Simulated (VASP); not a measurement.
Runs of VASP 6.6.1 on SnSe. It takes space group Pnma (No. 62, orthorhombic). Conventional cell: a = 11.500 Å, b = 4.153 Å, c = 4.445 Å, α = 90.00°, β = 90.00°, γ = 90.00°. Around Se (site symmetry m) lie 3 Sn at 2.75 to 2.79 Å. Sn (site symmetry m) has 3 Se at 2.75 to 2.79 Å as nearest neighbours. The cell was built by a generator and needn't be a form met in nature.

| level | potentials or basis | gap on the mesh (eV) | pressure (GPa) | relaxed volume (Å³/atom) | largest force (eV/Å) |
| --- | --- | --- | --- | --- | --- |
| LDA | VASP PAW LDA potentials, release 64 (Se, Sn_d) | 0.45 | 0.1 | (c) | 0.02 |
| PBE+D4 | VASP PAW PBE potentials, release 64 (Se, Sn_d) | (b) | 0.1 | (a) | 0.01 |
| optB86b-vdW | VASP PAW PBE potentials, release 64 (Se, Sn_d) | 0.63 | 0.0 | 27.02 | 0.01 |
| PBEsol | VASP PAW PBE potentials, release 64 (Se, Sn_d) | 0.53 | 0.0 | 25.93 | 0.01 |
| PBE | VASP PAW PBE potentials, release 64 (Se, Sn_d) | 0.69 | 0.0 | 28.27 | 0.01 |

Alike in all rows: task relaxation of cell and atoms; no spin polarisation; cell relaxed; k mesh 3 × 8 × 8; cutoff (eV) 600; smearing gaussian 0.03 eV.

Problem. Estimate the missing entries.

Solution. (a) 27.89; (b) 0.66; (c) 25.16.

Caveats: spin-orbit coupling is left out, which moves the levels of the heavy elements; an odd mesh through Γ misses points on the zone boundary, where band edges often lie; the PAW data sets were made with another functional, which shifts forces and pressure a little (some runs); this functional lacks dispersion, which binds the layers, so the pressure and a relaxed spacing across them are unreliable (some runs).

A k mesh can miss the band edges, and the runs leave out spin-orbit coupling on Se, Sn.

Not every run made on this cell is shown here.
